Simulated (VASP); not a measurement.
# CdS in VASP: one cell, several levels of theory, part 2 of 2

VASP 6.6.1, plane waves, PAW.

**3. r2SCAN**

INCAR

```
ENCUT = 520.000000
SIGMA = 0.010000
EDIFF = 1.00e-07
ALGO = Normal
METAGGA = R2SCAN
PREC = Accurate
IBRION = -1
ISIF = 2
ISMEAR = 0
NBANDS = 16
NELM = 120
NSW = 0
LASPH = .TRUE.
LCHARG = .FALSE.
LWAVE = .FALSE.
LREAL = .FALSE.
```

KPOINTS

```
KPOINTS created by Atomic Simulation Environment
0
Gamma
8 8 8
0 0 0
```

KPOINTS_OPT

```
special points
6
Reciprocal
0.0000000000 0.0000000000 0.0000000000 1
-0.5000000000 -0.5000000000 0.0000000000 1
-0.3750000000 -0.3750000000 0.2500000000 1
-0.3750000000 0.0000000000 0.3750000000 1
0.0000000000 0.0000000000 0.5000000000 1
-0.5000000000 -0.2500000000 0.2500000000 1
```

POSCAR

```
Cd S
 1.0000000000000000
    -0.0000000000000000    2.9392148430445664    2.9392148430445664
     2.9392148430445664    0.0000000000000000    2.9392148430445664
     2.9392148430445664    2.9392148430445664    0.0000000000000000
 Cd  S
   1   1
Cartesian
  0.0000000000000000  0.0000000000000000 -0.0000000000000000
  1.4696074215222832  1.4696074215222832  1.4696074215222832
```

Run with:

```
> mpirun -np 1 vasp_std
```

Printed to the terminal (iteration lines stand in OSZICAR):

```text
POSCAR found type information on POSCAR CdS
 POSCAR found :  2 types and       2 ions
 -----------------------------------------------------------------------------
|                                                                             |
|                                                                             |
|     You enforced a specific xc type in the INCAR file but a different       |
|     I HOPE YOU KNOW WHAT YOU ARE DOING!                                     |
|                                                                             |
 -----------------------------------------------------------------------------

 LDA part: xc-table for (None), standard interpolation
 POSCAR, INCAR and KPOINTS ok, starting setup
 FFT: planning ... GRIDC
 FFT: planning ... GRID_SOFT
 FFT: planning ... GRID
 WAVECAR not read
 entering main loop
 Start KPOINTS_OPT (optional k-point list driver)
k-point batch [1-6\6]
```

OSZICAR:

```text
N       E                     dE             d eps       ncg     rms          rms(c)
DAV:   1     0.845242416576E+02    0.84524E+02   -0.90019E+03   944   0.104E+03
DAV:   2    -0.305015751908E+02   -0.11503E+03   -0.10797E+03  1120   0.259E+02
DAV:   3    -0.348543196909E+02   -0.43527E+01   -0.43458E+01  1184   0.530E+01
DAV:   4    -0.348793128306E+02   -0.24993E-01   -0.24991E-01  1168   0.394E+00
DAV:   5    -0.348796516024E+02   -0.33877E-03   -0.33877E-03  1168   0.427E-01    0.743E+00
DAV:   6    -0.296997305419E+02    0.51799E+01   -0.31723E+00  1000   0.261E+01    0.876E+00
DAV:   7    -0.296673889319E+02    0.32342E-01   -0.29097E-01  1176   0.546E+00    0.536E+00
DAV:   8    -0.296818222975E+02   -0.14433E-01   -0.60987E-02  1136   0.273E+00    0.121E+00
DAV:   9    -0.296858058205E+02   -0.39835E-02   -0.59464E-03  1192   0.659E-01    0.180E-01
DAV:  10    -0.296860404629E+02   -0.23464E-03   -0.23164E-03  1168   0.488E-01    0.167E-01
DAV:  11    -0.296859817334E+02    0.58729E-04   -0.14554E-04  1040   0.175E-01    0.981E-02
DAV:  12    -0.296859599626E+02    0.21771E-04   -0.17576E-04  1136   0.149E-01    0.410E-02
DAV:  13    -0.296859588492E+02    0.11134E-05   -0.38339E-06  1096   0.265E-02    0.655E-03
DAV:  14    -0.296859585104E+02    0.33878E-06   -0.29771E-07  1160   0.581E-03    0.198E-03
DAV:  15    -0.296859584650E+02    0.45465E-07   -0.31793E-08   608   0.141E-03
   1 F= -.29685958E+02 E0= -.29685958E+02  d E =-.435313E-43
       N       E                     dE             ncg
DAV:   1     0.707288127063E+03   -0.29816E+04      208
DAV:   2     0.737986787915E+02   -0.63349E+03      240
DAV:   3     0.508354178236E+02   -0.22963E+02      264
DAV:   4     0.507156351286E+02   -0.11978E+00      240
DAV:   5     0.507139780647E+02   -0.16571E-02      256
DAV:   6     0.507139457817E+02   -0.32283E-04      240
DAV:   7     0.507139449630E+02   -0.81870E-06      256
DAV:   8     0.507139449407E+02   -0.22311E-07      200
```

From OUTCAR:

```text
k-points           NKPTS =     29   k-points in BZ     NKDIM =     29   number of bands    NBANDS=     16

   NELECT =      18.0000    total number of electrons

   dimension x,y,z NGX =    32 NGY =   32 NGZ =   32
   dimension x,y,z NGXF=    64 NGYF=   64 NGZF=   64

  energy-cutoff  :      520.00
  volume of cell :       50.78
      direct lattice vectors                 reciprocal lattice vectors
     0.000000000  2.939214843  2.939214843    -0.170113458  0.170113458  0.170113458
     2.939214843  0.000000000  2.939214843     0.170113458 -0.170113458  0.170113458
     2.939214843  2.939214843  0.000000000     0.170113458  0.170113458 -0.170113458

 k-points in reciprocal lattice and weights: KPOINTS created by Atomic Simulation Env
   0.00000000  0.00000000  0.00000000       0.002
   0.12500000  0.00000000  0.00000000       0.016
   0.25000000  0.00000000  0.00000000       0.016
   0.37500000  0.00000000  0.00000000       0.016
   0.50000000  0.00000000  0.00000000       0.008
   0.12500000  0.12500000  0.00000000       0.012
   0.25000000  0.12500000  0.00000000       0.047
   0.37500000  0.12500000  0.00000000       0.047
[... 21 more k-points ...]

 E-fermi :   0.9471

 k-point     1 :       0.0000    0.0000    0.0000
  band No.  band energies     occupation
      1     -11.8787      2.00000
      2      -7.0334      2.00000
      3      -7.0334      2.00000
      4      -7.0334      2.00000
      5      -6.5529      2.00000
      6      -6.5529      2.00000
      7       0.8525      2.00000
      8       0.8525      2.00000
      9       0.8525      2.00000
     10       2.3907      0.00000
     11       7.9317      0.00000
     12       7.9317      0.00000
     13       7.9317      0.00000
     14      12.6747      0.00000
     15      12.8282      0.00000
     16      12.8282      0.00000

 k-point     2 :       0.1250    0.0000    0.0000
  band No.  band energies     occupation
      1     -11.8193      2.00000
      2      -7.0112      2.00000
      3      -7.0112      2.00000
      4      -6.9763      2.00000
      5      -6.5537      2.00000
      6      -6.5537      2.00000
      7      -0.1128      2.00000
      8       0.7341      2.00000
      9       0.7341      2.00000
     10       3.1870      0.00000
     11       7.6307      0.00000
     12       8.1313      0.00000
     13       8.1313      0.00000
     14      12.1985      0.00000
     15      12.1985      0.00000
     16      13.2650      0.00000

 k-point     3 :       0.2500    0.0000    0.0000
  band No.  band energies     occupation
      1     -11.6750      2.00000
      2      -6.9627      2.00000
      3      -6.9627      2.00000
      4      -6.7782      2.00000
      5      -6.5484      2.00000
      6      -6.5484      2.00000
      7      -1.5841      2.00000
      8       0.4663      2.00000
      9       0.4663      2.00000
     10       4.0289      0.00000
     11       7.5731      0.00000
     12       8.4212      0.00000
     13       8.4212      0.00000
     14      11.9668      0.00000
     15      11.9668      0.00000
     16      12.5396      0.00000

 k-point     4 :       0.3750    0.0000    0.0000
  band No.  band energies     occupation
      1     -11.5308      2.00000
      2      -6.9244      2.00000
      3      -6.9244      2.00000
      4      -6.5297      2.00000
      5      -6.5297      2.00000
      6      -6.4291      2.00000
      7      -2.8799      2.00000
      8       0.2177      2.00000
      9       0.2177      2.00000
     10       4.2806      0.00000
     11       8.2384      0.00000
     12       8.4029      0.00000
     13       8.4029      0.00000
     14      12.1943      0.00000
     15      12.8818      0.00000
     16      12.8818      0.00000

 k-point     5 :       0.5000    0.0000    0.0000
  band No.  band energies     occupation
      1     -11.4715      2.00000
      2      -6.9123      2.00000
      3      -6.9122      2.00000
      4      -6.5172      2.00000
      5      -6.5172      2.00000
      6      -6.1874      2.00000
      7      -3.4691      2.00000
      8       0.1189      2.00000
      9       0.1189      2.00000
     10       4.2909      0.00000
     11       8.3316      0.00000
     12       8.3316      0.00000
     13       8.6784      0.00000
     14      12.3454      0.00000
     15      13.9816      0.00000
     16      13.9816      0.00000

 k-point     6 :       0.1250    0.1250    0.0000
  band No.  band energies     occupation
      1     -11.7996      2.00000
      2      -6.9898      2.00000
      3      -6.9898      2.00000
      4      -6.9856      2.00000
      5      -6.5677      2.00000
      6      -6.5407      2.00000
      7      -0.1052      2.00000
      8       0.5361      2.00000
      9       0.5361      2.00000
     10       3.4701      0.00000
     11       7.2103      0.00000
     12       8.3854      0.00000
     13       8.3854      0.00000
     14      11.1231      0.00000
     15      12.9388      0.00000
     16      13.9389      0.00000

 k-point     7 :       0.2500    0.1250    0.0000
  band No.  band energies     occupation
      1     -11.6839      2.00000
      2      -6.9585      2.00000
      3      -6.9379      2.00000
      4      -6.8425      2.00000
      5      -6.5697      2.00000
      6      -6.5289      2.00000
      7      -1.1946      2.00000
      8       0.2235      2.00000
      9       0.2857      2.00000
     10       4.3051      0.00000
     11       6.8973      0.00000
     12       8.5619      0.00000
     13       8.8171      0.00000
     14      10.7308      0.00000
     15      12.8149      0.00000
     16      13.9771      0.00000

 k-point     8 :       0.3750    0.1250    0.0000
  band No.  band energies     occupation
      1     -11.5404      2.00000
      2      -6.9197      2.00000
      3      -6.8937      2.00000
      4      -6.6235      2.00000
      5      -6.5150      2.00000
      6      -6.4669      2.00000
      7      -2.4594      2.00000
      8      -0.0572      2.00000
      9      -0.0162      2.00000
     10       4.7824      0.00000
     11       7.2943      0.00000
     12       8.3873      0.00000
     13       8.9025      0.00000
     14      11.6138      0.00000
     15      13.3846      0.00000
     16      13.4390      0.00000

[... the tables of k-points 9 to 29 left out ...]

  Total        0.0909670      0.0909670      0.0909670      0.0000000     -0.0000000     -0.0000000
  in kB        2.8699259      2.8699259      2.8699259      0.0000000     -0.0000000     -0.0000000
  external PRESSURE =       2.8699259 kB  Pullay stress =       0.0000000 kB

 POSITION                                       TOTAL-FORCE (eV/Angst)
 -----------------------------------------------------------------------------------
      0.00000      0.00000      0.00000        -0.000000     -0.000000     -0.000000
      1.46961      1.46961      1.46961         0.000000      0.000000      0.000000
 -----------------------------------------------------------------------------------
    total drift:                               -0.000004     -0.000004     -0.000004

  FREE ENERGIE OF THE ION-ELECTRON SYSTEM (eV)
  ---------------------------------------------------
  free  energy   TOTEN  =       -29.6859584650 eV

  energy  without entropy=      -29.6859584650  energy(sigma->0) =      -29.68595846
```

Hardware: 1 MPI rank of Intel Xeon Platinum 8488C, shared host.

The levels at the points of KPOINTS_OPT are read from vasprun.xml.

Band energies at the special points (eV, zero at the top of v, the last band that the electrons fill by count):

| point | v−1 | v | c | c+1 |
| --- | --- | --- | --- | --- |
| Γ | 0.00 | 0.00 | 1.54 | 7.08 |
| X | -1.84 | -1.84 | 3.88 | 4.73 |
| U | -2.49 | -1.50 | 4.60 | 5.83 |
| K | -2.49 | -1.50 | 4.60 | 5.83 |
| L | -0.73 | -0.73 | 3.44 | 7.48 |
| W | -2.21 | -2.17 | 5.73 | 5.86 |

r2SCAN gives a direct gap of 1.54 eV at Γ. Pressure: 0.29 GPa; the forces vanish within 0.01 eV/Å.

**4. Summary**

This closing draws on all 2 parts.

| level | gap (eV) | pressure (GPa) | Ansatz: gap (eV) | Ansatz: pressure (GPa) |
| --- | --- | --- | --- | --- |
| PBE | 1.10 | 1.71 | 1.10 | 1.39 |
| r2SCAN | 1.54 | 0.29 | 1.54 | -0.02 |

What this shows: The gap runs from 1.10 eV (PBE) to 1.54 eV (r2SCAN). At this one volume the pressure spans 0.3 GPa (r2SCAN) to 1.7 GPa (PBE): PBE wants the largest cell and r2SCAN the smallest. The two programs agree on the gap within 0.01 eV, far less than the spread between functionals. Each program uses its own PAW datasets and cutoff. VASP's cell holds 18 valence electrons and Ansatz's 26.
